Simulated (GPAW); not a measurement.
# MgS (P6_3mc) in GPAW: reference runs

How does MgS come out in PBEsol? The cell is run as given and disturbed.

Program: GPAW 26.7.0. These are calculated values, not measurements. Logs are shortened: lines on timing, memory, paths and dates and some standing lists are left out, and cuts for length are marked. The log counts tension as positive stress, the text compression.

## Step 1: The crystal as given

Symmetry: P6_3mc, No. 186, hexagonal system. Conventional cell: a = 4.035 Å, b = 4.035 Å, c = 6.432 Å, α = 90.00°, β = 90.00°, γ = 120.00°. S (site symmetry 3m) is surrounded by 4 Mg at 2.45 to 2.47 Å. Mg (site symmetry 3m) is surrounded by 4 S at 2.45 to 2.47 Å.

The cell comes from a database or a generator and needn't be the stable form of this composition.

## Step 2: Single point, PBEsol

run.py reads:

```python
from ase import Atoms
from ase.dft.bandgap import bandgap
from ase.io import write
from ase.units import Bohr, GPa
from gpaw import GPAW, PW, setup_paths
from gpaw.elf import elf_from_dft_calculation

setup_paths.insert(0, '.')

atoms = Atoms(['S', 'S', 'Mg', 'Mg'],
              cell=[[4.0346224068, 0.0, 0.0],
                    [-2.0173112034, 3.494085499, 0.0],
                    [0.0, 0.0, 6.43229418]],
              scaled_positions=[[0.6666666667, 0.3333333333, 0.87924415],
                                [0.3333333333, 0.6666666667, 0.37924415],
                                [0.3333333333, 0.6666666667, 0.99575485],
                                [0.6666666667, 0.3333333333, 0.49575485]],
              pbc=True)

calc = GPAW(mode=PW(800),
            xc='PBEsol',
            kpts={'size': (8, 8, 4), 'gamma': True},
            occupations={'name': 'fermi-dirac', 'width': 0.05},
            nbands=28,
            convergence={'density': 1e-05, 'energy': 1e-05},
            maxiter=150,
            txt='gpaw.txt')
atoms.calc = calc
energy = atoms.get_potential_energy()
forces = atoms.get_forces()
stress = atoms.get_stress()
calc.write('gs.gpw')
write('result.traj', atoms)
print(f'Energy: {energy:.6f} eV')
print('Forces (eV/A):')
print(forces.round(4))
print('Stress (GPa):', (stress / GPa).round(3))
print('Fermi level:', round(calc.get_fermi_level(), 4), 'eV')
print(f'Gap: {bandgap(calc)[0]:.4f} eV, direct: {bandgap(calc, direct=True)[0]:.4f} eV')

# fields on the real-space grid
write('density.cube', atoms, data=calc.get_pseudo_density() * Bohr**3)
write('potential.cube', atoms, data=calc.get_electrostatic_potential())
write('elf.cube', atoms, data=elf_from_dft_calculation(calc).data)
```

Potentials or basis: PAW data sets generated in the run's folder for this functional, pw.

Command:

```sh
gpaw-setup -f PBEsol Mg S
OMP_NUM_THREADS=1 python run.py
```

gpaw.txt:

```text
__  _  _
 | _ |_)|_||  |
 |__||  | ||/\| - 26.7.0

Input parameters:
  mode=PW(ecut=800.0),
  convergence={'density': 1e-05, 'energy': 1e-05},
  kpts=MonkhorstPack(size=(8, 8, 4), gamma=True),
  maxiter=150,
  nbands=28,
  occupations=Occupations(name='fermi-dirac', width=0.05),
  xc=XC(name='PBEsol')

Diagonalizing LCAO Hamiltonian
Converting LCAO to pw mode

        Mg
            S

            Mg
        S

Atoms  # Å, Bohr magnetons
|   | symbol |         x |        y |        z |    initial magnetic moments |
|---|--------|-----------|----------|----------|-----------------------------|
| 0 |      S |  2.017311 | 1.164695 | 5.655557 | ( 0.0000,  0.0000,  0.0000) |
| 1 |      S | -0.000000 | 2.329390 | 2.439410 | ( 0.0000,  0.0000,  0.0000) |
| 2 |     Mg | -0.000000 | 2.329390 | 6.404988 | ( 0.0000,  0.0000,  0.0000) |
| 3 |     Mg |  2.017311 | 1.164695 | 3.188841 | ( 0.0000,  0.0000,  0.0000) |

Unit cell  # Å
| periodic |         x |        y |        z |  lengths |     angles |
|----------|-----------|----------|----------|----------|------------|
|      yes |  4.034622 | 0.000000 | 0.000000 | 4.034622 |  90.000000 |
|      yes | -2.017311 | 3.494085 | 0.000000 | 4.034622 |  90.000000 |
|      yes |  0.000000 | 0.000000 | 6.432294 | 6.432294 | 120.000000 |

Number of symmetries: 6
Symmetry operations  # r_c * U_cc + t_c -> r_c
|   | kind |            matrix            |
|---|------|------------------------------|
| 0 |  σ   |  1, 1, 0,  0,-1, 0,  0, 0, 1 |
| 1 |  E   |  1, 0, 0,  0, 1, 0,  0, 0, 1 |
| 2 |  C3  |  0, 1, 0, -1,-1, 0,  0, 0, 1 |
| 3 |  σ   |  0,-1, 0, -1, 0, 0,  0, 0, 1 |
| 4 |  σ   | -1, 0, 0,  1, 1, 0,  0, 0, 1 |
| 5 |  C3  | -1,-1, 0,  1, 0, 0,  0, 0, 1 |

BZ-sampling:
  Number of BZ points: 256
  Number of IBZ points: 35

  Monkhorst-Pack size: [8, 8, 4]
  Monkhorst-Pack shift: [0.0625, 0.0625, 0.125]

K-points  # in reciprocal-cell coordinates
|     |                                coordinates |     weight |
|-----|--------------------------------------------|------------|
|   0 | (  0.00000000,   0.00000000,   0.00000000) | 0.00390625 |
|   1 | (  0.00000000,   0.00000000,   0.25000000) | 0.00781250 |
|   2 | (  0.00000000,   0.00000000,   0.50000000) | 0.00390625 |
|   3 | (  0.12500000,   0.00000000,  -0.25000000) | 0.02343750 |
|   4 | (  0.12500000,   0.00000000,   0.00000000) | 0.02343750 |
|   5 | (  0.12500000,   0.00000000,   0.25000000) | 0.02343750 |
|   6 | (  0.12500000,   0.00000000,   0.50000000) | 0.02343750 |
|   7 | (  0.25000000,  -0.12500000,   0.00000000) | 0.02343750 |
|   8 | (  0.25000000,  -0.12500000,   0.25000000) | 0.04687500 |
|   9 | (  0.25000000,  -0.12500000,   0.50000000) | 0.02343750 |
| ... |                                            |            |
|  34 | (  0.50000000,   0.50000000,   0.50000000) | 0.01171875 |

Plane wave coefficients: 4685
Cutoff: 800.0 eV

Spin-components: 1 (collinear spins)
Bands:           28
Projectors:      20
Spin-degeneracy: 2
Datatype:        complex128

Parallelization:
  kpt:    1
  domain: 1
  band:   1

Density:
  Valence electrons: 32.0
  Components: 1
  Grid points: [27 27 42]
  Charge: 0.0  # |e|

Potential:
  Grid points: [27 27 42]

species:
  S:
    name:    Sulfur
    Z:       16.0
    valence: 6
    core:    10
    charge:  0.0  # [|e|]
    compensation charges:
      type: gauss
      rc: 0.24  # [Å]
      lmax: 2
    cutoffs:
      filter: 1.77  # [Å]
      core: 1.66  # [Å]
    projectors
    | kind |    occ | energy [eV] | rcut [Å] |
    |------|--------|-------------|----------|
    |   3s |  2.000 |     -17.192 |    0.974 |
    |   3p |  4.000 |      -6.978 |    0.979 |
    |    s |        |      10.020 |    0.974 |
    |    p |        |      20.234 |    0.979 |
    |    d |        |       0.000 |    0.900 |

    Using partial waves for S as LCAO basis

  Mg:
    name:    Magnesium
    Z:       12.0
    valence: 10
    core:    2
    charge:  0.0  # [|e|]
    compensation charges:
      type: gauss
      rc: 0.33  # [Å]
      lmax: 2
    cutoffs:
      filter: 1.86  # [Å]
      core: 0.54  # [Å]
    projectors
    | kind |    occ | energy [eV] | rcut [Å] |
    |------|--------|-------------|----------|
    |   2s |  2.000 |     -79.588 |    1.090 |
    |   3s |  2.000 |      -4.679 |    1.090 |
    |   2p |  6.000 |     -46.550 |    1.085 |
    |   3p |  0.000 |      -1.306 |    1.085 |
    |    d |        |       0.000 |    1.037 |

    Using partial waves for Mg as LCAO basis

Reference energy: -32555.769322  # eV

eigensolver:
  PPCG
  Converge bands: occupied
  niter=2

density mixing:
  MSR1-Mixer
  Pratt-step length: 0.05
  Maximum mixing coefficient: 0.75
  Old densities: 10
  SVD Regularization: 0.005
  Good broyden scale: 1.0
  Trust region scale: 1.0
  Backstep threshold: 4.0
  History deletion threshold: 6.0
  Fourier metric: weight=20.0, sigma=0.015

occupation numbers:
  Fermi-Dirac:
    width: 0.0500  # eV

poisson solver:
  ecut: 6400.0  # eV

xc functional:
  name: PBEsol with 2 nearest neighbor stencil

convergence criteria:
- Maximum integral of absolute [dens]ity change: 1e-05 electrons / valence electron
- Maximum [total energy] change in last 3 cyles: 1e-05 eV / valence electron
- Maximum integral of absolute [eigenst]ate change: 4e-08 eV^2 / valence electron
maximum number of iterations: 150

SCF iterations
|iter     | |      energy | eigst |  dens |
|---------|-|-------------|-------|-------|
|iter:   1| |  -18.836773 | +0.08 |       |
|iter:   2| |  -18.675635 | -1.91 | -1.09 |
|iter:   3| |  -18.056510 | -1.44 | -1.13 |
|iter:   4| |  -18.066104 | -2.97 | -1.76 |
|iter:   5| |  -18.068673 | -3.53 | -2.19 |
|iter:   6| |  -18.068716 | -5.37 | -3.22 |
|iter:   7| |  -18.068722c| -6.49 | -3.66 |
|iter:   8| |  -18.068722c| -7.88c| -4.86 |
|iter:   9| |  -18.068722c| -8.25c| -5.14c|

Converged in 9 steps
Energy contributions relative to reference atoms: (reference = -32555.769322)

Energy contributions:
  Kinetic:          14.295428
  Coulomb:         -13.179678
  Zero:              0.110381
  External:          0.000000
  Xc:              -19.294854
  Entropy:          -0.000000
  Spinorbit:         0.000000
  ----------------------------
  Free energy:     -18.068722
  Extrapolated:    -18.068722

dipole moment: (0.000000, 0.000001, 12.510594)  # |e|*Ang

Fermi level: 2.818
Eigenvalues  # (at kpt = [0.000, 0.000, 0.000])
| band index |      eig [eV] | occ [0-2] |
|------------|---------------|-----------|
|          0 |       -71.856 |     2.000 |
|        ... |               |           |
|          8 |        -9.574 |     2.000 |
|          9 |        -8.832 |     2.000 |
|         10 |        -1.430 |     2.000 |
|         11 |         1.256 |     2.000 |
|         12 |         1.256 |     2.000 |
|         13 |         1.679 |     2.000 |
|         14 |         1.679 |     2.000 |
|         15 |         1.842 |     2.000 |
|         16 |         5.109 |     0.000 |
|         17 |         6.397 |     0.000 |
|         18 |         9.200 |     0.000 |
|         19 |         9.201 |     0.000 |
|         20 |         9.942 |     0.000 |
|         21 |        10.222 |     0.000 |
|         22 |        10.222 |     0.000 |
|         23 |        10.800 |     0.000 |
|        ... |               |           |
|         27 |        13.192 |     0.000 |

Gap: 3.266 eV
Transition (v -> c):
  (s=0, k=0, n=15, [0.00, 0.00, 0.00]) -> (s=0, k=0, n=16, [0.00, 0.00, 0.00])
No difference between direct/indirect transitions

Forces  # eV/Ang
|        x |        y |        z |
|----------|----------|----------|
| -0.00000 |  0.00000 | -0.04466 |  # S    0
|  0.00000 | -0.00000 | -0.04484 |  # S    1
| -0.00000 |  0.00000 |  0.04483 |  # Mg   2
|  0.00000 |  0.00000 |  0.04469 |  # Mg   3

Stress tensor  # eV/Ang^3
|        x |        y |        z |
|----------|----------|----------|
| 0.000847 | 0.000000 | 0.000000 |
| 0.000000 | 0.000847 | 0.000000 |
| 0.000000 | 0.000000 | 0.003019 |

# Writing to gs.gpw (mode='')
```

Wall time 65 s (1 thread of Arm Neoverse V2, shared host); peak memory 0.28 GiB.

What came out:

```yaml
Free_energy: -18.0687 eV
Pressure: -0.3 GPa
Largest_force: 0.045 eV/Å
Band_gap_on_the_k_mesh: 3.27 eV, direct
```

Forces on the atoms (eV/Å):
```
S    0.000  0.000 -0.045
S    0.000  0.000 -0.045
Mg   0.000  0.000  0.045
Mg   0.000  0.000  0.045
```

Levels at points of the mesh, in eV from the valence-band top:
| k point | band 12 | band 13 | band 14 | band 15 | band 16 | band 17 | band 18 | band 19 | band 20 | band 21 |
| --- | --- | --- | --- | --- | --- | --- | --- | --- | --- | --- |
| (0.00, 0.00, 0.00) | -0.59 | -0.59 | -0.16 | -0.16 | 0.00 | 3.27 | 4.56 | 7.36 | 7.36 | 8.10 |
| (0.00, 0.00, 0.50) | -1.95 | -0.38 | -0.38 | -0.38 | -0.38 | 4.77 | 4.77 | 7.48 | 7.48 | 7.50 |
| (0.50, 0.50, 0.00) | -2.48 | -1.91 | -1.27 | -0.95 | -0.48 | 4.58 | 5.05 | 5.67 | 7.36 | 8.14 |
| (0.50, 0.50, 0.50) | -3.16 | -0.91 | -0.91 | -0.82 | -0.82 | 4.49 | 4.49 | 6.17 | 6.17 | 9.10 |

## Step 3: Single point, PBEsol (atoms moved at random, drawn with an rms of 0.05 Å)

run.py reads:

```python
from ase import Atoms
from ase.dft.bandgap import bandgap
from ase.io import write
from ase.units import GPa
from gpaw import GPAW, PW, setup_paths

setup_paths.insert(0, '.')

atoms = Atoms(['S', 'S', 'Mg', 'Mg'],
              cell=[[4.0346224068, 0.0, 0.0],
                    [-2.0173112034, 3.494085499, 0.0],
                    [0.0, 0.0, 6.43229418]],
              scaled_positions=[[0.661704, 0.337466, 0.872345],
                                [0.336414, 0.664944, 0.371503],
                                [0.334058, 0.668633, 0.997507],
                                [0.664455, 0.325347, 0.500851]],
              pbc=True)

calc = GPAW(mode=PW(800),
            xc='PBEsol',
            kpts={'size': (8, 8, 4), 'gamma': True},
            occupations={'name': 'fermi-dirac', 'width': 0.05},
            nbands=28,
            convergence={'density': 1e-05, 'energy': 1e-05},
            maxiter=150,
            txt='gpaw.txt')
atoms.calc = calc
energy = atoms.get_potential_energy()
forces = atoms.get_forces()
stress = atoms.get_stress()
calc.write('gs.gpw')
write('result.traj', atoms)
print(f'Energy: {energy:.6f} eV')
print('Forces (eV/A):')
print(forces.round(4))
print('Stress (GPa):', (stress / GPa).round(3))
print('Fermi level:', round(calc.get_fermi_level(), 4), 'eV')
print(f'Gap: {bandgap(calc)[0]:.4f} eV, direct: {bandgap(calc, direct=True)[0]:.4f} eV')
```

Potentials or basis: PAW data sets generated in the run's folder for this functional, pw.

Command:

```sh
gpaw-setup -f PBEsol Mg S
OMP_NUM_THREADS=1 python run.py
```

It took 3.7 min on 1 thread of Arm Neoverse V2, shared host; peak memory 0.59 GiB.

It converged, with:

- Free energy: -18.0442 eV
- Pressure: -0.1 GPa
- Largest force: 0.457 eV/Å
- Band gap on the k mesh: 3.35 eV, direct

Forces on the atoms (eV/Å):
```
S    0.157 -0.055  0.342
S   -0.053 -0.101  0.342
Mg  -0.139  0.041 -0.242
Mg   0.034  0.114 -0.442
```

Stress tensor (GPa, compression positive):
```
-1.02 -0.37 -0.13
-0.37 -0.89  0.20
-0.13  0.20  1.63
```

Levels at points of the mesh, in eV from the valence-band top:
```
           k point  band 13  band 14  band 15  band 16  band 17  band 18  band 19  band 20
(0.00, 0.00, 0.00)    -0.43    -0.04    -0.01     0.00     3.35     4.67     7.46     7.51
(0.00, 0.00, 0.50)    -0.32    -0.26    -0.22    -0.18     4.82     4.87     7.54     7.55
(0.00, 0.50, 0.00)    -1.90    -1.14    -0.92    -0.33     4.70     5.08     5.74     7.38
(0.00, 0.50, 0.50)    -0.84    -0.80    -0.77    -0.71     4.56     4.58     6.29     6.32
(0.50, 0.00, 0.00)    -1.91    -1.15    -0.91    -0.36     4.68     5.07     5.72     7.37
(0.50, 0.00, 0.50)    -0.85    -0.80    -0.78    -0.74     4.58     4.59     6.29     6.30
(0.50, 0.50, 0.00)    -1.85    -1.13    -1.00    -0.33     4.68     5.19     5.81     7.39
(0.50, 0.50, 0.50)    -0.80    -0.78    -0.75    -0.74     4.53     4.53     6.31     6.32
```
